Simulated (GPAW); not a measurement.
# Fe (Im-3m) in GPAW: equation of state with TPSS+D3(BJ)

Aim: the equation of state of Fe with TPSS+D3(BJ).

Program: GPAW 26.7.0. These are calculated values, not measurements. Logs are shortened: lines on timing, memory, paths and dates and some standing lists are left out, and cuts for length are marked. The log counts tension as positive stress, the text compression.

## 1. Starting point

Symmetry: Im-3m, No. 229, cubic system. The conventional cell has a = 2.886 Å, b = 2.886 Å, c = 2.886 Å, α = 90.00°, β = 90.00°, γ = 90.00°. Around Fe (site symmetry m-3m) lie 8 Fe at 2.50 Å.

## 2. Equation of state, TPSS+D3(BJ), collinear spin, ferromagnetic start

run.py reads:

```python
from ase.calculators.mixing import SumCalculator
from ase.eos import EquationOfState
from ase.io import Trajectory, read
from ase.units import GPa
from dftd3.ase import DFTD3
from gpaw import GPAW, PW

atoms = read('Fe.xyz')
atoms.set_initial_magnetic_moments([3.0])

traj = Trajectory('eos.traj', 'w')
volumes, energies = [], []
for x in [0.94, 0.96, 0.98, 1.0, 1.02, 1.04, 1.06]:
    a = atoms.copy()
    a.set_cell(atoms.cell * x**(1 / 3), scale_atoms=True)
    calc = GPAW(mode=PW(600),
                xc='MGGA_X_TPSS+MGGA_C_TPSS',
                kpts={'size': (10, 10, 10), 'gamma': True},
                occupations={'name': 'fermi-dirac', 'width': 0.05},
                nbands=12,
                convergence={'density': 1e-05, 'energy': 1e-05},
                eigensolver='davidson',
                maxiter=150,
                txt=f'eos-{x:.2f}.txt')
    a.calc = SumCalculator([calc, DFTD3(method='tpss', damping='d3bj')])
    energies.append(a.get_potential_energy())
    volumes.append(a.get_volume())
    p = -a.get_stress()[:3].mean() / GPa
    calc.write(f'eos-{x:.2f}.gpw')
    traj.write(a)
    print(f'{x:.2f} {volumes[-1]:10.4f} A^3 {energies[-1]:14.6f} eV {p:9.3f} GPa', flush=True)

v0, e0, B = EquationOfState(volumes, energies, eos='birchmurnaghan').fit()
print(f'V0 = {v0:.4f} A^3, E0 = {e0:.6f} eV, B0 = {B / GPa:.2f} GPa')
```

Fe.xyz reads:

```xyz
1
Lattice="-1.4430000000 1.4430000000 1.4430000000 1.4430000000 -1.4430000000 1.4430000000 1.4430000000 1.4430000000 -1.4430000000" Properties=species:S:1:pos:R:3 pbc="T T T"
Fe     0.0000000000      0.0000000000      0.0000000000
```

Potentials or basis: GPAW PAW data sets (gpaw-data 1.2.1), pw.

Started as:

```sh
> OMP_NUM_THREADS=1 python run.py
```

Standard output:

```text
__  _  _
 | _ |_)|_||  |
 |__||  | ||/\| - 26.7.0

Input parameters:
  mode=PW(ecut=600.0),
  convergence={'density': 1e-05, 'energy': 1e-05},
  eigensolver=Davidson(niter=2),
  kpts=MonkhorstPack(size=(10, 10, 10), gamma=True),
  maxiter=150,
  nbands=12,
  occupations=Occupations(name='fermi-dirac', width=0.05),
  xc=XC(name='MGGA_X_TPSS+MGGA_C_TPSS')

Diagonalizing LCAO Hamiltonian
Converting LCAO to pw mode

       Fe

Atoms  # Å, Bohr magnetons
|   | symbol |        x |        y |        z |    initial magnetic moments |
|---|--------|----------|----------|----------|-----------------------------|
| 0 |     Fe | 0.000000 | 0.000000 | 0.000000 | ( 0.0000,  0.0000,  3.0000) |

Unit cell  # Å
| periodic |         x |         y |         z |  lengths |     angles |
|----------|-----------|-----------|-----------|----------|------------|
|      yes | -1.423498 |  1.423498 |  1.423498 | 2.465570 | 109.471221 |
|      yes |  1.423498 | -1.423498 |  1.423498 | 2.465570 | 109.471221 |
|      yes |  1.423498 |  1.423498 | -1.423498 | 2.465570 | 109.471221 |

Number of symmetries: 48
Symmetry operations  # r_c * U_cc + t_c -> r_c
|    | kind |            matrix            |
|----|------|------------------------------|
|  0 |  σ   |  1, 1, 1,  0, 0,-1,  0,-1, 0 |
|  1 |  C4  |  1, 1, 1,  0, 0,-1, -1, 0, 0 |
|  2 |  C2  |  1, 1, 1,  0,-1, 0,  0, 0,-1 |
|  3 |  S6  |  1, 1, 1,  0,-1, 0, -1, 0, 0 |
|  4 |  S6  |  1, 1, 1, -1, 0, 0,  0, 0,-1 |
|  5 |  C4  |  1, 1, 1, -1, 0, 0,  0,-1, 0 |
|  6 |  E   |  1, 0, 0,  0, 1, 0,  0, 0, 1 |
|  7 |  σ   |  1, 0, 0,  0, 1, 0, -1,-1,-1 |
|  8 |  σ   |  1, 0, 0,  0, 0, 1,  0, 1, 0 |
|  9 |  C3  |  1, 0, 0,  0, 0, 1, -1,-1,-1 |
| 10 |  C3  |  1, 0, 0, -1,-1,-1,  0, 1, 0 |
| 11 |  σ   |  1, 0, 0, -1,-1,-1,  0, 0, 1 |
| 12 |  σ   |  0, 1, 0,  1, 0, 0,  0, 0, 1 |
| 13 |  C2  |  0, 1, 0,  1, 0, 0, -1,-1,-1 |
| 14 |  C3  |  0, 1, 0,  0, 0, 1,  1, 0, 0 |
| 15 |  S4  |  0, 1, 0,  0, 0, 1, -1,-1,-1 |
| 16 |  S4  |  0, 1, 0, -1,-1,-1,  1, 0, 0 |
| 17 |  C3  |  0, 1, 0, -1,-1,-1,  0, 0, 1 |
| 18 |  C3  |  0, 0, 1,  1, 0, 0,  0, 1, 0 |
| 19 |  S4  |  0, 0, 1,  1, 0, 0, -1,-1,-1 |
| 20 |  σ   |  0, 0, 1,  0, 1, 0,  1, 0, 0 |
| 21 |  C3  |  0, 0, 1,  0, 1, 0, -1,-1,-1 |
| 22 |  C2  |  0, 0, 1, -1,-1,-1,  1, 0, 0 |
| 23 |  S4  |  0, 0, 1, -1,-1,-1,  0, 1, 0 |
| 24 |  C4  |  0, 0,-1,  1, 1, 1,  0,-1, 0 |
| 25 |  σ   |  0, 0,-1,  1, 1, 1, -1, 0, 0 |
| 26 |  S6  |  0, 0,-1,  0,-1, 0,  1, 1, 1 |
| 27 |  C2  |  0, 0,-1,  0,-1, 0, -1, 0, 0 |
| 28 |  C4  |  0, 0,-1, -1, 0, 0,  1, 1, 1 |
| 29 |  S6  |  0, 0,-1, -1, 0, 0,  0,-1, 0 |
| 30 |  S6  |  0,-1, 0,  1, 1, 1,  0, 0,-1 |
| 31 |  C4  |  0,-1, 0,  1, 1, 1, -1, 0, 0 |
| 32 |  C4  |  0,-1, 0,  0, 0,-1,  1, 1, 1 |
| 33 |  S6  |  0,-1, 0,  0, 0,-1, -1, 0, 0 |
| 34 |  σ   |  0,-1, 0, -1, 0, 0,  1, 1, 1 |
| 35 |  C2  |  0,-1, 0, -1, 0, 0,  0, 0,-1 |
| 36 |  C2  | -1, 0, 0,  1, 1, 1,  0, 0,-1 |
| 37 |  S6  | -1, 0, 0,  1, 1, 1,  0,-1, 0 |
| 38 |  S6  | -1, 0, 0,  0, 0,-1,  1, 1, 1 |
| 39 |  C2  | -1, 0, 0,  0, 0,-1,  0,-1, 0 |
| 40 |  C2  | -1, 0, 0,  0,-1, 0,  1, 1, 1 |
| 41 |  i   | -1, 0, 0,  0,-1, 0,  0, 0,-1 |
| 42 |  S4  | -1,-1,-1,  1, 0, 0,  0, 1, 0 |
| 43 |  C3  | -1,-1,-1,  1, 0, 0,  0, 0, 1 |
| 44 |  C3  | -1,-1,-1,  0, 1, 0,  1, 0, 0 |
| 45 |  σ   | -1,-1,-1,  0, 1, 0,  0, 0, 1 |
| 46 |  S4  | -1,-1,-1,  0, 0, 1,  1, 0, 0 |
| 47 |  C2  | -1,-1,-1,  0, 0, 1,  0, 1, 0 |

BZ-sampling:
  Number of BZ points: 1000
  Number of IBZ points: 47

  Monkhorst-Pack size: [10, 10, 10]
  Monkhorst-Pack shift: [0.05, 0.05, 0.05]

K-points  # in reciprocal-cell coordinates
|     |                                coordinates |     weight |
|-----|--------------------------------------------|------------|
|   0 | (  0.00000000,   0.00000000,   0.00000000) | 0.00100000 |
|   1 | (  0.10000000,   0.00000000,   0.00000000) | 0.01200000 |
|   2 | (  0.10000000,   0.10000000,  -0.10000000) | 0.00600000 |
|   3 | (  0.20000000,   0.00000000,  -0.10000000) | 0.02400000 |
|   4 | (  0.20000000,   0.00000000,   0.00000000) | 0.01200000 |
|   5 | (  0.20000000,   0.10000000,  -0.10000000) | 0.02400000 |
|   6 | (  0.20000000,   0.20000000,  -0.20000000) | 0.00600000 |
|   7 | (  0.30000000,  -0.10000000,  -0.10000000) | 0.00800000 |
|   8 | (  0.30000000,   0.00000000,  -0.10000000) | 0.04800000 |
|   9 | (  0.30000000,   0.00000000,   0.00000000) | 0.01200000 |
| ... |                                            |            |
|  46 | (  0.50000000,   0.50000000,   0.50000000) | 0.00100000 |

Plane wave coefficients: 397
Cutoff: 600.0 eV

Spin-components: 2 (collinear spins)
Bands:           12
Projectors:      6
Spin-degeneracy: 1
Datatype:        complex128

Parallelization:
  kpt:    1
  domain: 1
  band:   1

Density:
  Valence electrons: 8.0
  Components: 2
  Grid points: [14 14 14]
  Charge: 0.0  # |e|

Potential:
  Grid points: [14 14 14]

species:
  Fe:
    name:    Iron
    Z:       26.0
    valence: 8
    core:    18
    charge:  0.0  # [|e|]
    compensation charges:
      type: gauss
      rc: 0.33  # [Å]
      lmax: 2
    cutoffs:
      filter: 2.06  # [Å]
      core: 2.67  # [Å]
    projectors
    | kind |    occ | energy [eV] | rcut [Å] |
    |------|--------|-------------|----------|
    |   4s |  2.000 |      -5.291 |    1.164 |
    |   4p |  0.000 |      -1.326 |    1.058 |
    |   3d |  6.000 |      -7.505 |    1.058 |
    |    s |        |      21.920 |    1.164 |
    |    p |        |      25.885 |    1.058 |
    |    d |        |      19.706 |    1.058 |

    Using partial waves for Fe as LCAO basis

Reference energy: -34619.454600  # eV

eigensolver:
  Davidson
  Converge bands: occupied
  niter=2

density mixing:
  MSR1-Mixer
  Pratt-step length: 0.05
  Maximum mixing coefficient: 0.75
  Old densities: 10
  SVD Regularization: 0.005
  Good broyden scale: 1.0
  Trust region scale: 1.0
  Backstep threshold: 4.0
  History deletion threshold: 6.0
  Fourier metric: weight=20.0, sigma=0.015

occupation numbers:
  Fermi-Dirac:
    width: 0.0500  # eV

poisson solver:
  ecut: 4800.0  # eV

xc functional:
  name: MGGA_X_TPSS+MGGA_C_TPSS with 2 nearest neighbor stencil

convergence criteria:
- Maximum integral of absolute [dens]ity change: 1e-05 electrons / valence electron
- Maximum [total energy] change in last 3 cyles: 1e-05 eV / valence electron
- Maximum integral of absolute [eigenst]ate change: 4e-08 eV^2 / valence electron
maximum number of iterations: 150

SCF iterations
|iter     | |      energy | eigst |  dens |  magmom |
|---------|-|-------------|-------|-------|---------|
|iter:   1| |   -9.747640 | +0.26 |       |  +3.0053|
|iter:   2| |  -16.343131 | -0.47 | -0.86 |  +2.9615|
|iter:   3| |  -16.355285 | -2.05 | -0.91 |  +2.9380|
|iter:   4| |  -16.429798 | -2.01 | -0.94 |  +2.5966|
|iter:   5| |  -16.514085 | -2.68 | -1.24 |  +2.4965|
|iter:   6| |  -16.527915 | -3.38 | -1.18 |  +2.4878|
|iter:   7| |  -16.432202 | -2.75 | -1.16 |  +2.5322|
|iter:   8| |  -16.459304 | -3.15 | -1.38 |  +2.4065|
|iter:   9| |  -16.460194 | -3.00 | -1.46 |  +2.2754|
|iter:  10| |  -16.467906 | -3.58 | -1.81 |  +2.2721|
|iter:  11| |  -16.466343 | -3.60 | -1.63 |  +2.1514|
|iter:  12| |  -16.467165 | -3.70 | -2.19 |  +2.1801|
|iter:  13| |  -16.467318 | -4.82 | -2.20 |  +2.1374|
|iter:  14| |  -16.467353 | -5.55 | -2.78 |  +2.1515|
|iter:  15| |  -16.467371c| -6.49 | -2.96 |  +2.1437|
|iter:  16| |  -16.467371c| -7.67c| -3.95 |  +2.1441|
|iter:  17| |  -16.467371c| -8.29c| -4.47 |  +2.1441|
|iter:  18| |  -16.467371c| -9.02c| -5.06c|  +2.1442|

Converged in 18 steps
Energy contributions relative to reference atoms: (reference = -34619.454600)

Energy contributions:
  Kinetic:           3.429291
  Coulomb:          -2.794144
  Zero:              0.143916
  External:          0.000000
  Xc:              -17.242890
  Entropy:          -0.007089
  Spinorbit:         0.000000
  ----------------------------
  Free energy:     -16.470916
  Extrapolated:    -16.467371

dipole moment: (-3.501567, -3.501567, -3.501567)  # |e|*Ang

Total magnetic moment: (0.000000, 0.000000, 2.144158)

Local magnetic moments
|        x |        y |        z |
|----------|----------|----------|
| 0.000000 | 0.000000 | 2.194186 |  # Fe   0

Fermi level: 9.866
Eigenvalues  # (at kpt = [0.000, 0.000, 0.000])
| band index |      eig [eV] | occ [0-1] |      eig [eV] | occ [0-1] |
|------------|---------------|-----------|---------------|-----------|
|          0 |         1.359 |     1.000 |         1.557 |     1.000 |
|          1 |         7.584 |     1.000 |         9.466 |     1.000 |
|          2 |         7.584 |     1.000 |         9.466 |     1.000 |
|          3 |         7.584 |     1.000 |         9.466 |     1.000 |
|          4 |         8.665 |     1.000 |        11.680 |     0.000 |
|          5 |         8.665 |     1.000 |        11.680 |     0.000 |
|          6 |        34.306 |     0.000 |        34.066 |     0.000 |
|          7 |        34.306 |     0.000 |        34.066 |     0.000 |
|          8 |        34.306 |     0.000 |        34.066 |     0.000 |
|          9 |        35.494 |     0.000 |        38.159 |     0.000 |
|         10 |        35.494 |     0.000 |        39.567 |     0.000 |
|         11 |        35.494 |     0.000 |        39.588 |     0.000 |

No gap
No difference between direct/indirect transitions

Stress tensor  # eV/Ang^3
|         x |         y |         z |
|-----------|-----------|-----------|
|  0.053217 |  0.000000 | -0.000000 |
|  0.000000 |  0.053217 | -0.000000 |
| -0.000000 | -0.000000 |  0.053217 |

# Writing to eos-0.96.gpw (mode='')
```

Run time: 5.5 min. Hardware: 1 thread of Arm Neoverse V1, shared host; peak memory 0.55 GiB.

What came out:

| Item | Value |
| --- | --- |
| Equilibrium volume | 10.94 Å³/atom (rough: see the caveat) |
| Bulk modulus | 388 GPa (rough) |

Energy against volume, from the lowest point:
```
volume (Å³/atom)  energy (meV/atom)
          11.298               0.00
          11.538              20.42
          11.778              46.86
          12.019              78.15
          12.259             113.26
          12.499             150.41
          12.740             187.76
```

Caveat: the fit is doubtful: noisy points or a state that changes with volume; the minimum lies outside the volumes run; the PAW data sets were made with another functional, which shifts forces and pressure a little.
